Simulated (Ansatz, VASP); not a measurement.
# SiNi3 in VASP and in Ansatz

```
Si Ni
1.0
     3.66404    0.00000    0.00000
     0.00000    3.66404    0.00000
     0.00000    0.00000    3.66404
Si Ni
1 3
Direct
  0.00000 0.00000 0.00000
  0.00000 0.50000 0.50000
  0.50000 0.00000 0.50000
  0.50000 0.50000 0.00000
```

Change from the starting cell: equal strain along all axes, cell held, atoms relaxed: +4.5 %.

Alike in both runs: task single point; functional PBE; k mesh 14 × 14 × 14; occupations gaussian, width 0.1 eV; no spin polarisation.

|  | VASP | Ansatz |
| --- | --- | --- |
| version | VASP 6.6.1 | Ansatz 0.2.0 |
| potentials or method | VASP PAW PBE potentials, release 64 (Si, Ni) | scalar-relativistic, plane waves, PAW |
| plane-wave cutoff (eV) | 520 | 420 |
| valence electrons in the cell | 34 | 58 |

Ansatz gave:

- gap on the k mesh at the Fermi level (eV): none
- pressure (GPa): -20.5

Task: What did VASP give for the same quantities?

Result: gap on the k mesh at the Fermi level (eV): none; pressure (GPa): -20.3.

A gap of «none» marks a metal or a gap that the smearing closes. The two sets of potentials don't hold the same shells in valence.

Caveats: so large a pressure means that the cell lies far from this level's equilibrium, or that cutoff or potentials fall short (VASP). Spin polarisation is off, so any magnetic state and its effect on volume and gap are missing.
